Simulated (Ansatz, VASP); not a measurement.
**TePb: VASP beside Ansatz**

The input INCAR:

```
PREC = Accurate ; ENCUT = 520
EDIFF = 1E-6 ; ISMEAR = 0
SIGMA = 0.05 ; LREAL = F
LASPH = T ; NELM = 60
ALGO = Normal ; ISIF = 2
LWAVE = F ; LCHARG = F
GGA = PE ; NBANDS = 17
```

File KPOINTS:

```
regular mesh
0
Gamma
  8 8 8
```

Contents of POSCAR:

```
TePb
1.0
   -1.0202750839      2.8057564807      2.8057564807
    2.8057564807     -1.0202750839      2.8057564807
    2.8057564807      2.8057564807     -1.0202750839
Te Pb
1 1
Direct
    0.5000000000      0.5000000000      0.5000000000
    0.0000000000      0.0000000000      0.0000000000
```

Input for Ansatz:

```yaml
crystal:
  lattice:
    - [-1.0202750839, 2.8057564807, 2.8057564807]
    - [2.8057564807, -1.0202750839, 2.8057564807]
    - [2.8057564807, 2.8057564807, -1.0202750839]
  atoms:
    - { symbol: Te, position: [0.5, 0.5, 0.5] }
    - { symbol: Pb, position: [0.0, 0.0, 0.0] }
basis:
  ecutwfc: 420
kpoints:
  mp_grid: { grid: [8, 8, 8] }
hamiltonian:
  xc: pbe
scf:
  occupations: { method: gaussian, width: 0.05 }
output:
  forces: true
  stress: true
  eigenvalues: true
```

Alike in both runs: task single point; functional PBE; k mesh 8 × 8 × 8; occupations gaussian, width 0.05 eV; no spin polarisation.

|  | VASP | Ansatz |
| --- | --- | --- |
| version | VASP 6.6.1 | Ansatz 0.2.0 |
| potentials or method | VASP PAW PBE potentials, release 64 (Te, Pb_d) | scalar-relativistic, plane waves, PAW |
| plane-wave cutoff (eV) | 520 | 420 |
| valence electrons in the cell | 20 | 30 |

|  | VASP | Ansatz | Ansatz less VASP |
| --- | --- | --- | --- |
| gap on the k mesh at the Fermi level (eV) | none | none | - |
| pressure (GPa) | -1.1 | -1.1 | +0.05 |
| largest component of the traceless stress (GPa) | 0.86 | 0.85 | -0.002 |

A gap of «none» marks a metal or a gap that the smearing closes. With one functional, cell and mesh, what is left measures potentials, basis and numerics. The two sets of potentials don't hold the same shells in valence.

The runs have no spin-orbit coupling, so splittings on Pb, Te are missing.
